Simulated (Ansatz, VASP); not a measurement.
## SrO: VASP beside Ansatz

```
CELL_PARAMETERS angstrom
0.00000 2.80640 2.80640
2.80640 0.00000 2.80640
2.80640 2.80640 0.00000
ATOMIC_POSITIONS crystal
Sr 0.00000 0.00000 0.00000
O 0.25000 0.25000 0.25000
```

Alike in both runs: task single point; functional PBE; k mesh 6 × 6 × 6; no spin polarisation.

|  | VASP | Ansatz |
| --- | --- | --- |
| version | VASP 6.6.1 | Ansatz 0.2.0 |
| potentials or method | VASP PAW PBE potentials, release 64 (Sr_sv, O) | plane waves, PAW |
| plane-wave cutoff (eV) | 520 | 420 |
| occupations | gaussian, width 0.01 eV | fixed |
| valence electrons in the cell | 16 | 16 |

Ansatz gave:

| Property | Result |
| --- | --- |
| gap on the k mesh at the Fermi level (eV) | 2.48 |
| pressure (GPa) | 0.0 |

Task: Estimate VASP's values.

Result: gap on the k mesh at the Fermi level (eV): 2.49; pressure (GPa): 0.5.

A k mesh can miss the band edges.
